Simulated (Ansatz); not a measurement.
Method: DFT r2SCAN, scalar-relativistic, plane waves, PAW in Ansatz. Settings: cutoff 500 eV, Γ-centred meshes no coarser than 0.19 Å⁻¹ for metals and 0.3 Å⁻¹ for insulators (2π included), Gaussian smearing.

All energies are static (0 K, no zero-point motion). Larger cells and other orderings weren't all tried, so the list isn't exhaustive. The k mesh leaves about 4 meV/atom of noise in metals. Spin–orbit coupling is left out. No run is spin-polarised.

Question: Which is lower for HfSi, the caesium chloride or the FeB (Hf on Fe sites) structure, and by how much?

Answer: The FeB (Hf on Fe sites) structure, by 661 meV/atom. It takes 16.9 Å³/atom against 17.5.

Question: Which is lower for HfSi, the zinc blende or the caesium chloride structure, and by how much?

Answer: The caesium chloride structure, by 659 meV/atom. It takes 17.5 Å³/atom against 27.6.

Question: Which is lower for HfSi, the zinc blende or the CuAu (L1_0) structure, and by how much?

Answer: The CuAu (L1_0) structure, by 872 meV/atom. It takes 17.1 Å³/atom against 27.6.